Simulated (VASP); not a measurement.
A run of VASP 6.6.1 is set up as follows.

Contents of INCAR:

```
PREC = Accurate
ENCUT = 520
EDIFF = 1E-7
ISMEAR = 0
SIGMA = 0.01
LREAL = F
LASPH = T
NELM = 100
ALGO = Normal
ISIF = 2
LWAVE = F
LCHARG = F
GGA = PE
NBANDS = 24
```

Contents of KPOINTS:

```
Automatic mesh
0
Gamma
  6 6 6
```

Contents of POSCAR:

```
KMgF3
1.0
    3.9802355629      0.0000000000      0.0000000000
    0.0000000000      3.9802355629      0.0000000000
    0.0000000000      0.0000000000      3.9802355629
K Mg F
1 1 3
Direct
    0.5000000000      0.5000000000      0.5000000000
    0.0000000000      0.0000000000      0.0000000000
    0.5000000000      0.0000000000      0.0000000000
    0.0000000000      0.5000000000      0.0000000000
    0.0000000000      0.0000000000      0.5000000000
```

Potentials or basis: VASP PAW PBE potentials, release 64 (K_sv, Mg, F).

Command:

```console
$ cat potpaw_PBE.64/K_sv/POTCAR potpaw_PBE.64/Mg/POTCAR potpaw_PBE.64/F/POTCAR > POTCAR
$ mpirun -np 1 vasp_std > vasp.out
```

Question: Predict the band gap on the k mesh.

Answer: 7.34 eV, indirect (least direct gap 7.66 eV).

Question: Estimate the pressure.

Answer: 3.7 GPa.

A k mesh can miss the band edges. Expect the measured gap to be larger: semilocal functionals such as PBE lack the derivative discontinuity.
